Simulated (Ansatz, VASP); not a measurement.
One calculation of C, two programs

```
CELL_PARAMETERS angstrom
0.00000 1.66366 1.66366
1.66366 0.00000 1.66366
1.66366 1.66366 0.00000
ATOMIC_POSITIONS crystal
C 0.00000 0.00000 0.00000
```

Alike in both runs: task single point; functional BLYP; k mesh 19 × 19 × 19; occupations fermi-dirac, width 0.1 eV; no spin polarisation.

```csv
,VASP,Ansatz
version,VASP 6.6.1,Ansatz 0.2.0
potentials or method,"VASP PAW PBE potentials, release 64 (C)","plane waves (420 eV) with PAW, scalar-relativistic"
plane-wave cutoff (eV),520,420
valence electrons in the cell,4,4
```

```csv
,VASP,Ansatz,Ansatz less VASP
pressure (GPa),-11.0,-11.0,+0.03
```

Caveats: the PAW data sets were made with another functional, which shifts forces and pressure a little (VASP).
